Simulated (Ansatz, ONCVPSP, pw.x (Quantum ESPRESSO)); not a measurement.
# What a changed setting does to a pw.x run (bcc Os)

Potential: optimised norm-conserving Vanderbilt (ONCV), ONCVPSP 4.0.1.1 (patched build), PBE; core [Kr] 4d10 4f14, reference 5s2 5p6 5d6 6s2; waves: 5s+6s: rc 1.56 bohr, ncon 3, nbas 7, qcut 7.7 1/bohr, 2 projectors; 5p: rc 1.66 bohr, ncon 4, nbas 8, qcut 6.8 1/bohr, 2 projectors, debl 0.7 Ha; 5d: rc 2.54 bohr, ncon 4, nbas 9, qcut 5.7 1/bohr, 1 projector; local part: polynomial inside 1.44 bohr (lpopt 5, dvloc0 6 Ha); core correction: Teter function, fcfact 1.75, rcfact 1.35. In the p channel the program set the typed energies aside and used -1.868, 0.250 Ha.

The reference run (k-mesh 15³, cutoffs 60/240 Ry, Fermi–Dirac 0.01 Ry, mixing_beta 0.4, conv_thr 1e-9, no spin) gives -0.43 GPa at 14.794 Å³/atom, where all-electron LAPW gives -0.02 GPa. This run, with its own iteration cap, changes ecutrho/ecutwfc to 1, a wrong or extreme entry chosen on purpose.

```
&control
  calculation='scf', prefix='x', pseudo_dir='./', outdir='./tmp', tstress=.true., disk_io='none'
/
&system
  ibrav=0, nat=1, ntyp=1, ecutwfc=60, ecutrho=60, nbnd=16,
  occupations='smearing', smearing='fd', degauss=0.01
/
&electrons
  conv_thr=1e-09, mixing_beta=0.4, electron_maxstep=70
/
ATOMIC_SPECIES
Os 1.0 Os.UPF
CELL_PARAMETERS angstrom
  -1.54647133 1.54647133 1.54647133
  1.54647133 -1.54647133 1.54647133
  1.54647133 1.54647133 -1.54647133
ATOMIC_POSITIONS crystal
Os 0.0000 0.0000 0.0000
K_POINTS automatic
15 15 15 0 0 0
```

```bash
pw.x < Os.scf.in > Os.scf.out
```

Problem. How does the run end?

Solution. It stops with "set_cutoff: ecutrho <= ecutwfc?!?".

```
Error in routine set_cutoff (1):
     ecutrho <= ecutwfc?!?
```
